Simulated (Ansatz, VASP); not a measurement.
# Cross-check of Cd8F15 (V_F) between VASP and Ansatz, part 2 of 2

Wanted: the spread between two codes on one cell, functional and k mesh. The cell is taken from a series of runs on this material, whose earlier steps may have relaxed, scaled, displaced or heated it; both programs get it as it stands.

VASP 6.6.1 and Ansatz 0.2.0.

So far. Step 2 (VASP: single point, HSE06): The run ends at a pressure of 2.45 GPa, with forces up to 0.044 eV/Å.

## 3. Ansatz: single point, HSE06

Level of this step: Ansatz beside VASP: Kohn-Sham DFT, plane waves, HSE06 (Ansatz).

Ansatz runs on its default PAW (the set named soft_2) files.

The same cell, functional and mesh now go to Ansatz.

input.yaml

```yaml
crystal:
  checkpoint: "../qm1.relax.run"
  host: checkpoint
total_charge: -1
basis:
  ecutwfc: 420
  xc_grid: 2
hamiltonian:
  xc: hse06
kpoints:
  mp_grid: { grid: [1, 1, 1] }
scf:
  occupations: { method: fixed }
  max_iter: 100
output:
  forces: true
  charged_corrections:
    epsilon: 2.93
    static_epsilon: 11.01
    defect_position: [0.375, 0.375, 0.375]
  eigenvalues: true
  eigenstates: { localisation: true }
  populations: true
checkpoint:
  read: "../qm1.relax.run"
  write: "../qm1.hyb.run"
  compress: false
  write_wavefunctions: false
  write_every: 100000
```

Started as:

```
> ansatz run input.yaml --threads 4 --pin off --max-ram 9420MiB --backend cpu --events-out ev --progress --plain --runs-dir out
```

Numbers of over 12 decimals in the logs are rounded to 6 here.

The log of the run:

```text
Warning: checkpoint.read: hamiltonian.xc differs: saved pbe, current hse06; the SCF iterates under this deck's functional from the saved state
crystal.checkpoint: the structure is that of <dir>, a `relax` run, at its step 4: its result, under pbe at a charge of -1 e; 23 atoms read, 0 with a starting moment; this deck's functional is hse06; crystal.structure_sha256 for this input is
exact exchange: scf.exx.singularity resolves to wigner_seitz, which cuts the screened interaction at the faces of the exchange supercell's Wigner-Seitz cell, so that each pair interacts once, at the shortest of its separations (the periodic images that this leaves out come, for a point-like exchange hole, to about 0.129 eV on a filled level). The cut falls within the interaction's reach, and what an exchange supercel [...]
Engine: ansatz 0.2.0, aarch64-unknown-linux-gnu
Pseudopotentials: kind: paw
Pseudopotential: Cd, paw, valence charge 20, recommended cutoff 420 eV (normal), Cd.paw.azcp
Pseudopotential: F, paw, valence charge 7, recommended cutoff 420 eV (normal), F.paw.azcp
Functional definition: HSE06
  parameter a = 0.25
  parameter omega = 0.11/bohr
  exchange = pbe_x - a*pbe_x_sr(omega) + a*exact_x_sr(omega)
  correlation = pbe_c
davidson cushion auto → on  (no smearing: the cushion is to keep the highest requested band from converging to the state above it; pin scf.eigensolver.cushion to override)
Crystal: 23 atoms, lattice volume = 329.356 Å³
Basis set: ecut = 420 eV, 6375 PW (Γ), exchange–correlation on 108×108×108 points (8 copies of the dense FFT grid, shifted against one another)
Bands: 160, of which v1, the nominal top of the filled ones, is band 133 counted from 1 (132 counted from 0)
Symmetry: 1 space group operations
Space group: P1 (ITA 1), of the structure as read, at distance tolerance 6.9e-5 Å
k-points: 1
Non-local potential: Cd, projectors of the file, l = 0: 3, l = 1: 2, l = 2: 2, l = 3: 1
Non-local potential: F, projectors of the file, l = 0: 2, l = 1: 2, l = 2: 1
PAW form: soft (Blöchl's): semilocal exchange-correlation on the pseudo side does not see the compensation charge
PAW frozen core: Cd, regenerated for the run's functional, and the local potential with it (the file was generated under x = pbe(κ = 0.804, μ = 0.219515), c = pbe(β = 0.066725))
PAW frozen core: F, regenerated for the run's functional, and the local potential with it (the file was generated under x = pbe(κ = 0.804, μ = 0.219515), c = pbe(β = 0.066725))
PAW one-centre angular grid: Cd, 590 points (default); XC on 64 Gauss nodes
PAW one-centre angular grid: F, 110 points (default); XC on 64 Gauss nodes
Initial density: read from a saved state, or passed on in memory by an earlier SCF of this step, an earlier step, the calling program or the single point that the run made first
Initial wavefunctions: pseudopotential atomic-orbital guess
Functional: x = pbe(κ = 0.804, μ = 0.219515), c = pbe(β = 0.066725), warm-up for x = pbe(κ = 0.804, μ = 0.219515) + 0.25 (exact − pbe) at short range (hse, ω = 0.207870 Å⁻¹), c = pbe(β = 0.066725); HSE06 as pw.x's `hse` composes it (authors' and Libxc's form: `xc: wpbeh`)
iter 1 solved again at ethr=3.74e-6 eV; its pass at ethr=1.00e-1 eV (dr2=9.95e-3 eV) is discarded
SCF iter   1: F=—  HF=-78160.008557 eV  |F-HF|=—  |Δ(HF+E_count)|=         —  Δρ=9.43e-4  dr2=1.78e-3  ethr=3.74e-6  ⟨swp⟩=9.0  Hψ=1225  notcnv=0
preconditioner: auto → none  [insulator: Δε(μ)=3.734 eV  Ē_g=15.561 eV  n_scr=112 (ndim 8)  ℏωp=29.1 eV  f_vac=0.144]
iter 2 solved again at ethr=2.02e-8 eV; its pass at ethr=6.71e-7 eV (dr2=5.37e-5 eV) is discarded
SCF iter   2: F=-78160.007784 eV  HF=-78160.007834 eV  |F-HF|=5.08e-5  |Δ(HF+E_count)|=   7.22e-4  Δρ=1.33e-4  dr2=5.39e-5  ethr=2.02e-8  ⟨swp⟩=2.0  Hψ=820  notcnv=0
SCF 1 stopped early in 2 iterations: F = -78160.007784 eV  dr2 = 5.39e-5
  greatest PAW one-centre occupation: 1.000 electrons in one spin orbital (limit 2), on the Cd atom at site 20 (counted from 0), in its partial waves of l = 1
[...]
Functional: x = pbe(κ = 0.804, μ = 0.219515) + 0.25 (exact − pbe) at short range (hse, ω = 0.207870 Å⁻¹), c = pbe(β = 0.066725); HSE06 as pw.x's `hse` composes it (authors' and Libxc's form: `xc: wpbeh`)
Exchange kernel: α = 0.2500, screened, ω = 0.2079 Å⁻¹, Wigner–Seitz truncation, v(0) = 693.8003 eV·Å³, q-mesh 1×1×1, nearest image of the exchange supercell L = 7.75 Å, pair-density grid 32×32×32, without the augmentation charges, whose exchange is taken in its separable form (sized by the pseudopotential files, 45×45×45 at the most)
Frozen-core exchange: fock
SCF iter   1: F=—  HF=-78186.935363 eV  |F-HF|=—  |Δ(HF+E_count)|=         —  Δρ=1.16e-2  dr2=4.41e-1  ethr=2.03e-7  ⟨swp⟩=6.0  Hψ=809  notcnv=0
preconditioner: auto → none  [insulator: Δε(μ)=4.167 eV  Ē_g=18.264 eV  n_scr=112 (ndim 8)  ℏωp=29.1 eV  f_vac=0.144]
SCF iter   2: F=—  HF=-78186.821593 eV  |F-HF|=—  |Δ(HF+E_count)|=   1.14e-1  Δρ=7.24e-3  dr2=6.29e-2  ethr=2.03e-7  ⟨swp⟩=5.0  Hψ=689  notcnv=0
SCF iter   3: F=—  HF=-78186.902826 eV  |F-HF|=—  |Δ(HF+E_count)|=   8.12e-2  Δρ=3.09e-3  dr2=2.07e-2  ethr=2.03e-7  ⟨swp⟩=5.0  Hψ=636  notcnv=0
SCF iter   4: F=—  HF=-78186.897227 eV  |F-HF|=—  |Δ(HF+E_count)|=   5.60e-3  Δρ=1.11e-3  dr2=2.66e-3  ethr=2.03e-7  ⟨swp⟩=4.0  Hψ=513  notcnv=0
[...]
greatest PAW one-centre occupation: 1.001 electrons in one spin orbital (limit 2), on the Cd atom at site 20 (counted from 0), in its partial waves of l = 1
hybrid outer 1: dexx = +1.079e-1 eV, tail = 2.24e-4 eV
Exchange kernel: α = 0.2500, screened, ω = 0.2079 Å⁻¹, Wigner–Seitz truncation, v(0) = 693.8003 eV·Å³, q-mesh 1×1×1, nearest image of the exchange supercell L = 7.75 Å, pair-density grid 32×32×32, without the augmentation charges, whose exchange is taken in its separable form (sized by the pseudopotential files, 45×45×45 at the most)
Frozen-core exchange: fock
SCF iter   1: F=—  HF=-78186.899469 eV  |F-HF|=—  |Δ(HF+E_count)|=         —  Δρ=8.16e-5  dr2=1.18e-5  ethr=4.20e-7  ⟨swp⟩=3.0  Hψ=373  notcnv=0
preconditioner: auto → none  [insulator: Δε(μ)=4.158 eV  Ē_g=18.180 eV  n_scr=112 (ndim 8)  ℏωp=29.1 eV  f_vac=0.149]
SCF iter   2: F=—  HF=-78186.899467 eV  |F-HF|=—  |Δ(HF+E_count)|=   2.57e-6  Δρ=2.27e-5  dr2=1.33e-6  ethr=3.91e-9  ⟨swp⟩=4.0  Hψ=500  notcnv=0
SCF iter   3: F=—  HF=-78186.899470 eV  |F-HF|=—  |Δ(HF+E_count)|=   2.93e-6  Δρ=2.58e-5  dr2=1.39e-6  ethr=3.69e-10  ⟨swp⟩=4.0  Hψ=483  notcnv=0
SCF iter   4: F=—  HF=-78186.899469 eV  |F-HF|=—  |Δ(HF+E_count)|=   3.59e-7  Δρ=4.65e-6  dr2=2.15e-8  ethr=3.69e-10  ⟨swp⟩=4.0  Hψ=400  notcnv=0
SCF iter   5: F=-78186.899469 eV  HF=-78186.899469 eV  |F-HF|=9.74e-9  |Δ(HF+E_count)|=   4.14e-8  Δρ=3.04e-6  dr2=1.55e-8  ethr=1.06e-11 (applied; sched 6.97e-12)  ⟨swp⟩=5.0  Hψ=483  notcnv=0
SCF 3 converged in 5 iterations: F = -78186.899469 eV  dr2 = 1.55e-8
  Residual-converged pass: ⟨swp⟩=2.0  Hψ=314  notcnv=0  max |occ|·‖R‖ = 1.1e-6 eV (tolerance 1.5e-6 eV)  dr2=1.55e-8  dr2_onsite=1.50e-9  max |Δocc| = 0.0e0
hybrid outer 2: dexx = +3.122e-6 eV, tail = 5.61e-8 eV, Δε = 4.90e-3 eV (about 9.45e-5 eV left of the loop's levels), ΔF = 2.84e-3 eV/Å (tail 4.58e-4)
WARN: the filled states extend beyond the cell (their overlap across the Brillouin zone is 0.022, against 0 in a metal and nearly 1 for localised states). With one k-point a hybrid's gap, moments and forces can then be wrong. Use a denser k-mesh, or a larger cell for a defect
hybrid SCF converged: 2 outer / 11 inner (+2 warm-up), last move |dexx| = 3.12e-6 eV, tail = 5.61e-8 eV
Stability not checked: this state was not tested for a lower state beside it, because the functional holds exact exchange (a hybrid, or Hartree-Fock), whose exchange loop this test does not read (fock_operator; see scf.lower_state_search)
Free energy (F): -78186.899470 eV
Frozen-core exchange: fock
Harris-Foulkes:  -78186.899470 eV  (|F-HF|=9.74e-9)
Internal energy: -78186.899470 eV  (E = F + TS)
E sigma→0 (E₀):  -78186.899470 eV
Fermi energy:    7.954162 eV
--- Per-component energies (eV) ---
  E_band       = -4785.472748
  E_kinetic    = 7184.133042
  E_local      = -34981.834598  (includes V_loc(G=0)·N_el)
  E_nonlocal   = 1378.812367
  E_hartree    = 15532.479885
  E_xc         = -2084.950269
  E_vxc        = -2619.269223  (∫ρ·V_xc dr)
  E_exx        = -1107.945330  (= α·E_x^exact, valence–valence)
  E_paw        = -35157.636023  (= ΣΔE_a)
  E_vpaw       = -4596.418805  (= ΣTr[D̂ρ^β])
  E_aug_tail   = 0.030471  (compensation charges beyond the density's cutoff)
  E_ewald      = -28944.720006
  E_core_change = -5.269011  (= ΣΔE_core)
  E_smearing   = -0.000000  (= −TS)
  E_closure    = 0.000001  (closes the sum)
  E_deformation_potential = -13.895575  (in the stress; not in F)
  Σ components = -78186.899470   (vs F -78186.899470, Δ=1.46e-11)
--- Forces (eV/Å), atoms counted from 1 ---
  atom   1  Cd     0.01255714     0.01855282     0.02068213
  atom   2  F      0.00007081    -0.00000990    -0.00039901
  atom   3  Cd    -0.01620931    -0.02045724     0.01267364
  atom   4  F      0.00081831     0.00172595     0.01389616
  atom   5  F     -0.00172613    -0.00323008    -0.00143620
  atom   6  Cd    -0.01610021     0.01697330    -0.01599755
  atom   7  F     -0.00254080     0.01741685     0.00228053
  atom   8  F      0.00262484     0.00055055    -0.00327200
  atom   9  Cd     0.03626678    -0.03538959    -0.03804871
  atom  10  F     -0.01069874    -0.00340995    -0.00306890
  atom  11  F      0.00161956     0.00376561     0.00412880
  atom  12  Cd     0.01962162    -0.01391545    -0.01607638
  atom  13  F      0.01338309    -0.00229494     0.00003079
  atom  14  F     -0.00154380    -0.00128047     0.00110359
  atom  15  Cd    -0.03505699     0.03682177    -0.03593901
  atom  16  F     -0.00246128    -0.01508376     0.00029559
  atom  17  F      0.00185943     0.00410157    -0.00137523
  atom  18  Cd    -0.03602765    -0.03558688     0.03740003
  atom  19  F      0.00273756     0.00108657    -0.01057472
  atom  20  F     -0.00328041    -0.00313330     0.00045083
  atom  21  Cd     0.03429551     0.03387048     0.03282611
  atom  22  F     -0.00095158    -0.00041954    -0.00133419
  atom  23  F      0.00074126    -0.00064305     0.00173640
  max |Σ_I F_I| component: 1.73e-5 eV/Å
--- Charged-cell corrections in eV (Makov–Payne, q = -1.000 e, ε = 2.930 of the electrons, 11.010 with the ions) ---
  F (periodic)     = -78186.899470  (uncorrected; the corrections below are reported, never added to it)
  E_corr1          = +1.027714  (monopole, q²α_M/2εL)
  F Makov-Payne    = n/a  (the rows are of the electrons' constant alone; ansatz place-levels tells what screens the charge)
  no potential alignment in this run, which stands beside a crystal: run the host's input off ansatz write-host-input, and read the two finished runs by ansatz place-levels (neither reads a slab, a wire or a sheet, whose cell leaves a vacuum)
--- Band table (eV) ---
  k-point 0: bands = [... 129 lower, 3.8690, 3.8703, 3.8721, 7.9542, 12.1120, 12.5521, 12.5532, 12.5550, ... 23 higher]
--- Löwdin populations: 23 sites ---
  site symbol       q [e]
     0     Cd     18.5588
     1      F      7.7634
     2     Cd     18.5586
     3      F      7.7604
     4      F      7.7635
     5     Cd     18.5586
     6      F      7.7604
     7      F      7.7635
     8     Cd     18.5822
     9      F      7.7605
    10      F      7.7636
    11     Cd     18.5586
    12      F      7.7604
    13      F      7.7635
    14     Cd     18.5820
    15      F      7.7606
    16      F      7.7636
    17     Cd     18.5821
    18      F      7.7605
    19      F      7.7636
    20     Cd     18.5807
    21      F      7.7773
    22      F      7.7551
  spilling = 0.003754 (of n_electrons = 266.000000)
```

## 4. Comparison

Known differences besides the potentials themselves: exact exchange at q = 0 is treated differently, which shows on coarse meshes; VASP keeps PBE cores, Ansatz makes them for the functional; fixed occupations in Ansatz, narrow Gaussian smearing in VASP; the cutoff is 420 eV in Ansatz and 520 eV in VASP (PREC = Accurate, projectors in real space); VASP takes a coarser grid for exact exchange (PRECFOCK = Fast). Total energies have different zeros and are not compared.

Compared:

```csv
quantity,Ansatz,VASP,difference
gap on the k mesh (eV),4.158,4.318,-0.160
```

At this near-relaxed geometry the largest component of a force difference is 23 meV/Å. A gap on the mesh is an upper bound, since the band edges may lie between its points. The cell carries a charge of -1 e against a uniform background, so its pressure also hangs on how the neutralising background is counted, and in a defect's cell a gap may be the spacing between its levels.

## 5. Results

| Quantity | Value |
| --- | --- |
| difference in gap on the k mesh (single point, HSE06) | -0.16 eV |
| r.m.s. force difference (single point, HSE06) | 9.5 meV/Å |

In words: The difference in gap on the k mesh is -0.16 eV (single point, HSE06), beyond the 0.08 eV picked in this series as the mark of a large difference. The data sets hold unlike numbers of valence electrons (266 in Ansatz and 202 in VASP), so part of the differences comes from the potentials. What causes the difference of the single point, HSE06 pair stays open here. How closely two codes agree says nothing of how well the functional describes the real material.

[Lines on the potential files, build, host, timing and source positions are cut from VASP's logs without a mark.]

[Logs are printed without paths, hosts, clocks, repeated set-up lines and the standing remarks that a program may print on its own settings, such as how far it seeks lower states.]

[Hosts, paths, dates, database ids (printed as entryN), source tags and the programs' standing remarks are cut or masked in the printed files.]
